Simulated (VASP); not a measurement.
# Hf7S (Fm-3m) in VASP: a series of runs

One crystal, Hf7S, is run at these levels: PBE; tasks: single point.

Program: VASP 6.6.1. These are calculated values, not measurements. Logs are shortened: lines on timing, memory, paths and dates and some standing lists are left out, and cuts for length are marked.

### Step 1. The cell of the first run

Symmetry: Fm-3m, No. 225, cubic system. The conventional cell has a = 8.317 Å, b = 8.317 Å, c = 8.317 Å, α = 90.00°, β = 90.00°, γ = 90.00°. Hf (site symmetry m-3m) has 12 Hf at 2.94 Å as nearest neighbours. Around Hf (site symmetry mmm) lie 10 Hf at 2.94 Å and 2 S at 2.94 Å. S (site symmetry m-3m) has 12 Hf at 2.94 Å as nearest neighbours.

The cell was built by a generator and needn't be a form met in nature.

### Step 2. Single point, PBE (species swapped into the SbPt7 type (Fm-3m, No. 225))

INCAR reads:

```
SYSTEM = Hf7S
PREC = Accurate ; ENCUT = 520
EDIFF = 1E-7 ; ISMEAR = 0
SIGMA = 0.1 ; LREAL = .False.
LASPH = .True. ; NELM = 80
ALGO = Normal ; ISIF = 2
LWAVE = .False. ; LCHARG = .False.
GGA = PE ; NBANDS = 48
```

KPOINTS reads:

```
Automatic mesh
0
Gamma
  4 4 4
  0 0 0
```

POSCAR reads:

```
Hf7S
1.0
    0.0000000000      4.1586647600      4.1586647600
    4.1586647600      0.0000000000      4.1586647600
    4.1586647600      4.1586647600      0.0000000000
Hf S
7 1
Direct
    0.5000000000      0.5000000000      0.5000000000
    0.0000000000      0.5000000000      0.0000000000
    0.5000000000      0.0000000000      0.0000000000
    0.0000000000      0.5000000000      0.5000000000
    0.5000000000      0.0000000000      0.5000000000
    0.0000000000      0.0000000000      0.5000000000
    0.5000000000      0.5000000000      0.0000000000
    0.0000000000      0.0000000000      0.0000000000
```

Potentials or basis: VASP PAW PBE potentials, release 64 (Hf_pv, S).

On the command line:

```bash
$ cat potpaw_PBE.64/Hf_pv/POTCAR potpaw_PBE.64/S/POTCAR > POTCAR
$ mpirun -np 1 vasp_std > vasp.out
```

OUTCAR:

```text
SYSTEM = Hf7S
   PREC = Accurate
   ENCUT = 520
   EDIFF = 1E-7
   ISMEAR = 0
   LREAL = .False.
   LASPH = .True.
   NELM = 80
   ISIF = 2
   GGA = PE

 ion  position               nearest neighbor table
   1  0.500  0.500  0.500-   4 2.94   5 2.94   7 2.94   2 2.94   3 2.94   7 2.94   3 2.94   5 2.94
                             6 2.94   2 2.94   4 2.94   6 2.94
   2  0.000  0.500  0.000-   4 2.94   7 2.94   8 2.94   1 2.94   4 2.94   6 2.94   3 2.94   6 2.94
                             8 2.94   1 2.94   3 2.94   7 2.94
   3  0.500  0.000  0.000-   5 2.94   7 2.94   8 2.94   1 2.94   5 2.94   6 2.94   1 2.94   2 2.94
                             7 2.94   2 2.94   6 2.94   8 2.94
   4  0.000  0.500  0.500-   1 2.94   2 2.94   6 2.94   2 2.94   7 2.94   8 2.94   5 2.94   6 2.94
                             8 2.94   1 2.94   5 2.94   7 2.94
   5  0.500  0.000  0.500-   1 2.94   3 2.94   6 2.94   3 2.94   7 2.94   8 2.94   1 2.94   4 2.94
                             7 2.94   4 2.94   6 2.94   8 2.94
   6  0.000  0.000  0.500-   4 2.94   5 2.94   8 2.94   2 2.94   3 2.94   8 2.94   1 2.94   2 2.94
                             4 2.94   1 2.94   3 2.94   5 2.94
   7  0.500  0.500  0.000-   1 2.94   2 2.94   3 2.94   1 2.94   4 2.94   5 2.94   3 2.94   5 2.94
                             8 2.94   2 2.94   4 2.94   8 2.94
   8  0.000  0.000  0.000-   2 2.94   3 2.94   6 2.94   4 2.94   5 2.94   6 2.94   2 2.94   4 2.94
                             7 2.94   3 2.94   5 2.94   7 2.94

  LATTYP: Found a face centered cubic cell.
 ALAT       =     8.3173295200

  Lattice vectors:

 A1 = (   0.0000000000,   4.1586647600,   4.1586647600)
 A2 = (   4.1586647600,   0.0000000000,   4.1586647600)
 A3 = (   4.1586647600,   4.1586647600,   0.0000000000)

Analysis of symmetry for initial positions (statically):
=====================================================================
 Subroutine PRICEL returns:
 Original cell was already a primitive cell.

 Routine SETGRP: Setting up the symmetry group for a
 face centered cubic supercell.

 Subroutine GETGRP returns: Found 48 space group operations
 (whereof 48 operations were pure point group operations)
 out of a pool of 48 trial point group operations.

The static configuration has the point symmetry O_h .

Analysis of symmetry for dynamics (positions and initial velocities):
=====================================================================
 Subroutine PRICEL returns:
 Original cell was already a primitive cell.

 Routine SETGRP: Setting up the symmetry group for a
 face centered cubic supercell.

 Subroutine GETGRP returns: Found 48 space group operations
 (whereof 48 operations were pure point group operations)
 out of a pool of 48 trial point group operations.

The dynamic configuration has the point symmetry O_h .

 Subroutine INISYM returns: Found 48 space group operations
 (whereof 48 operations are pure point group operations),
 and found     1 'primitive' translations

----------------------------------------------------------------------------------------

                                     Primitive cell

  volume of cell :     143.8440

  direct lattice vectors                    reciprocal lattice vectors
     0.000000000  4.158664760  4.158664760    -0.120230898  0.120230898  0.120230898
     4.158664760  0.000000000  4.158664760     0.120230898 -0.120230898  0.120230898
     4.158664760  4.158664760  0.000000000     0.120230898  0.120230898 -0.120230898

  length of vectors
     5.881240105  5.881240105  5.881240105     0.208246025  0.208246025  0.208246025

  position of ions in fractional coordinates (direct lattice)
     0.500000000  0.500000000  0.500000000
     0.000000000  0.500000000  0.000000000
     0.500000000  0.000000000  0.000000000
     0.000000000  0.500000000  0.500000000
     0.500000000  0.000000000  0.500000000
     0.000000000  0.000000000  0.500000000
     0.500000000  0.500000000  0.000000000
     0.000000000  0.000000000  0.000000000

  ion indices of the primitive-cell ions
   primitive index   ion index
                 1           1
                 2           2
                 3           3
                 4           4
                 5           5
                 6           6
                 7           7
                 8           8

----------------------------------------------------------------------------------------

 KPOINTS: Automatic mesh

Automatic generation of k-mesh.
 Grid dimensions read from file:
 generate k-points for:    4    4    4

 Generating k-lattice:

  Cartesian coordinates                     Fractional coordinates (reciprocal lattice)
    -0.030057725  0.030057725  0.030057725     0.250000000  0.000000000  0.000000000
     0.030057725 -0.030057725  0.030057725     0.000000000  0.250000000  0.000000000
     0.030057725  0.030057725 -0.030057725     0.000000000  0.000000000  0.250000000

  Length of vectors
     0.052061506  0.052061506  0.052061506

  Shift w.r.t. Gamma in fractional coordinates (k-lattice)
     0.000000000  0.000000000  0.000000000

 Subroutine IBZKPT returns following result:
 ===========================================

 Found      8 irreducible k-points:

 Following reciprocal coordinates:
            Coordinates               Weight
  0.000000  0.000000  0.000000      1.000000
  0.250000  0.000000  0.000000      8.000000
  0.500000  0.000000  0.000000      4.000000
  0.250000  0.250000  0.000000      6.000000
  0.500000  0.250000  0.000000     24.000000
 -0.250000  0.250000  0.000000     12.000000
  0.500000  0.500000  0.000000      3.000000
 -0.250000  0.500000  0.250000      6.000000
   k-points           NKPTS =      8   k-points in BZ     NKDIM =      8   number of bands    NBANDS=     48
   number of dos      NEDOS =    301   number of ions     NIONS =      8
   total plane-waves  NPLWV = 110592
   dimension x,y,z NGX =    48 NGY =   48 NGZ =   48
   dimension x,y,z NGXF=    96 NGYF=   96 NGZF=   96
   ions per type =               7   1
   NGX,Y,Z   is equivalent  to a cutoff of  13.57, 13.57, 13.57 a.u.
   NGXF,Y,Z  is equivalent  to a cutoff of  27.14, 27.14, 27.14 a.u.
 SYSTEM =  Hf7S
   PREC   = accura    normal or accurate (medium, high low for compatibility)
   ISTART =      0    job   : 0-new  1-cont  2-samecut
   ICHARG =      2    charge: 1-file 2-atom 10-const
   ISPIN  =      1    spin polarized calculation?
   LNONCOLLINEAR =      F non collinear calculations
   LSORBIT =      F    spin-orbit coupling
   LASPH  =      T    aspherical Exc in radial PAW
   ENCUT  =  520.0 eV  38.22 Ry    6.18 a.u.  10.94 10.94 10.94*2*pi/ulx,y,z
   NELM   =     80;   NELMIN=  2; NELMDL= -5     # of ELM steps
   EDIFF  = 0.1E-06   stopping-criterion for ELM
   LREAL  =      F    real-space projection
   EDIFFG = 0.1E-05   stopping-criterion for IOM
   NSW    =      0    number of steps for IOM
   IBRION =     -1    ionic relax: 0-MD 1-quasi-New 2-CG
   NFREE  =      0    steps in history (QN), initial steepest desc. (CG)
   ISIF   =      2    stress and relaxation
   ISYM   =      2    0-nonsym 1-usesym 2-fastsym
   POTIM  = 0.5000    time-step for ionic-motion
   TEBEG  =    0.0;   TEEND  =   0.0 temperature during run
   PSTRESS=    0.0 pullay stress
   NELECT =      76.0000    total number of electrons
   NUPDOWN=      -1.0000    fix difference up-down
   EMIN   =  10.00;   EMAX   =-10.00  energy-range for DOS
   EFERMI =   0.00;   METHOD = LEGACY
   ISMEAR =     0;   SIGMA  =   0.10  broadening in eV -4-tet -1-fermi 0-gaus
   EFERMI_NEDOS =   21; number of points for ismear=-14 and -15
   IALGO  =     38    algorithm
   IMIX   =      4    mixing-type and parameters
     AMIX     =   0.40;   BMIX     =  1.00
     AMIX_MAG =   1.60;   BMIX_MAG =  1.00
  volume/ion in A,a.u.               =      17.98       121.34
  Fermi-wavevector in a.u.,A,eV,Ry     =   1.323474  2.501003 23.831743  1.751584
  Thomas-Fermi vector in A             =   2.453079
   LORBIT       =      0    0 simple, 1 ext, 2 COOP (PROOUT), +10 PAW based schemes
   GGA     = PE    functional components
   LHFCALC =     F    Hartree Fock is set to
   AEXX    =    0.0000 exact exchange contribution
   IVDW    =     0    specifies the selected vdW correction
   LEPSILON=     F    determine dielectric tensor
   LRPA    =     F    only Hartree local field effects (RPA)
 non-spin polarized calculation
 Gauss-broadening in eV      SIGMA  =   0.10
  energy-cutoff  :      520.00
  volume of cell :      143.84
 maximum number of plane-waves:      3895
 NGX is ok and might be reduce to    48
   NGX = 21   NGY = 21   NGZ = 21

 number of electron      76.0000006 magnetization

 Free energy of the ion-electron system (eV)
  ---------------------------------------------------
  ext. energy  EPLUGINS =         0.00000000
  ---------------------------------------------------
  free energy    TOTEN  =       -72.17879127 eV

  energy without entropy =      -72.15316342  energy(sigma->0) =      -72.16597734

 E-fermi :   6.6430     XC(G=0): -12.1095

 val. band max:        6.5760277921   @ k =  -0.2500   0.2500   0.0000
 cond. band min:       6.6831596929   @ k =  -0.2500   0.5000   0.2500
 fundamental gap:      0.1071319008
 Fermi energy:         6.6430377120

 k-point     1 :       0.0000    0.0000    0.0000
  band No.  band energies     occupation
      1     -24.3351      2.00000
      2     -24.2269      2.00000
      3     -24.2269      2.00000
      4     -24.2269      2.00000
      5     -24.0839      2.00000
      6     -24.0839      2.00000
[... 40 lines left out ...]
     47       9.2850      0.00000
     48       9.4238      0.00000

 k-point     2 :       0.2500    0.0000    0.0000
  band No.  band energies     occupation
      1     -24.2316      2.00000
      2     -24.1287      2.00000
      3     -24.1287      2.00000
      4     -24.1043      2.00000
      5     -24.0390      2.00000
      6     -23.9807      2.00000
[... 298 lines left out ...]
 k-point     8 :      -0.2500    0.5000    0.2500
  band No.  band energies     occupation
      1     -23.9615      2.00000
      2     -23.8797      2.00000
      3     -23.8797      2.00000
      4     -23.8358      2.00000
      5     -23.7735      2.00000
      6     -23.7298      2.00000
[... 40 lines left out ...]
     47       9.6833      0.00000
     48       9.6858      0.00000

------------------------ aborting loop because EDIFF is reached ----------------------------------------

  FORCE on cell =-STRESS in cart. coord.  units (eV):
  Direction    XX          YY          ZZ          XY          YZ          ZX
  --------------------------------------------------------------------------------------
  -------------------------------------------------------------------------------------
  Total       19.3259415     19.3259415     19.3259415      0.0000000     -0.0000000      0.0000000
  in kB      215.2581040    215.2581040    215.2581040      0.0000000     -0.0000000      0.0000000
  external PRESSURE =     215.2581040 kB  Pullay stress =       0.0000000 kB

 VOLUME and BASIS-vectors are now :
 -----------------------------------------------------------------------------
  energy-cutoff  :      520.00
  volume of cell :      143.84
      direct lattice vectors                 reciprocal lattice vectors
     0.000000000  4.158664760  4.158664760    -0.120230898  0.120230898  0.120230898
     4.158664760  0.000000000  4.158664760     0.120230898 -0.120230898  0.120230898
     4.158664760  4.158664760  0.000000000     0.120230898  0.120230898 -0.120230898

 POSITION                                       TOTAL-FORCE (eV/Angst)
 -----------------------------------------------------------------------------------
      4.15866      4.15866      4.15866        -0.000000     -0.000000     -0.000000
      2.07933      0.00000      2.07933        -0.000000      0.000000      0.000000
      0.00000      2.07933      2.07933        -0.000000     -0.000000      0.000000
      4.15866      2.07933      2.07933        -0.000000      0.000000      0.000000
      2.07933      4.15866      2.07933         0.000000     -0.000000      0.000000
      2.07933      2.07933      0.00000         0.000000     -0.000000     -0.000000
      2.07933      2.07933      4.15866         0.000000      0.000000     -0.000000
      0.00000      0.00000      0.00000        -0.000000     -0.000000     -0.000000
 -----------------------------------------------------------------------------------
    total drift:                                0.000000      0.000000      0.000000

  FREE ENERGIE OF THE ION-ELECTRON SYSTEM (eV)
  ---------------------------------------------------
  free  energy   TOTEN  =       -72.1787912652 eV

  energy  without entropy=      -72.1531634171  energy(sigma->0) =      -72.16597734
```

It took 80 s on 1 thread of Intel Xeon Platinum 8375C at 2.90GHz (Ice Lake), shared host; peak memory 0.32 GiB.

What came out:

* Free energy: -72.1788 eV
* Pressure: 21.5 GPa
* Band gap on the k mesh: none (metal or under the smearing width)

Caveat: so large a pressure means that the cell lies far from this level's equilibrium, or that cutoff or potentials fall short. Spin-orbit coupling is left out, which matters for the levels of Hf.

(Part 1 of 2 ends here.)
